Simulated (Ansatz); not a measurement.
The system is HfO2.

```
CELL_PARAMETERS angstrom
0.00000 2.55750 2.55750
2.55750 0.00000 2.55750
2.55750 2.55750 0.00000
ATOMIC_POSITIONS crystal
Hf 0.00000 0.00000 0.00000
O 0.75000 0.75000 0.75000
O 0.25000 0.25000 0.25000
```

Measurements of this composition are mostly on another form, of space group No. 14.

| Quantity | Value |
| --- | --- |
| Program | Ansatz 0.2.0 |
| Task | single point |
| Functional | PBEsol |
| Potentials or basis | all-electron LAPW, scalar-relativistic |
| Cutoff | 371 eV (chosen from the basis error) |
| Basis error allowed | 0.001 eV/atom |
| k mesh | 9 × 9 × 9 |
| Occupations | fermi-dirac, width 0.05 eV |
| Spin | no spin polarisation |

On this cell: pressure -10.2 GPa; largest force zero by symmetry; band gap on the k mesh 3.69 eV, indirect (least direct gap 3.81 eV).

The same run follows on a disturbed copy (atoms moved at random, drawn with an rms of 0.05 Å):

```
Hf O
1.0
     0.00000    2.55750    2.55750
     2.55750    0.00000    2.55750
     2.55750    2.55750    0.00000
Hf O
1 2
Direct
  0.00903 0.00078 0.98476
  0.74644 0.74874 0.75724
  0.25109 0.24009 0.25004
```

Q: What changes?

A: The energy moves by +4.4 meV/atom; pressure -9.8 GPa; largest force 0.403 eV/Å; band gap on the k mesh 3.69 eV, indirect (least direct gap 3.81 eV).

Forces in eV/Å, atoms in the order of the input:
```
Hf   0.120  0.057 -0.140
O   -0.396 -0.063 -0.034
O    0.276  0.006  0.174
```

Stress tensor (GPa, compression positive):
```
-9.69  0.38 -0.04
 0.38 -9.84  0.94
-0.04  0.94 -9.81
```

Caveats: spin-orbit coupling is left out, which moves the levels of the heavy elements; an odd mesh through Γ misses points on the zone boundary, where band edges often lie.

The runs don't all hold the same shells in valence.
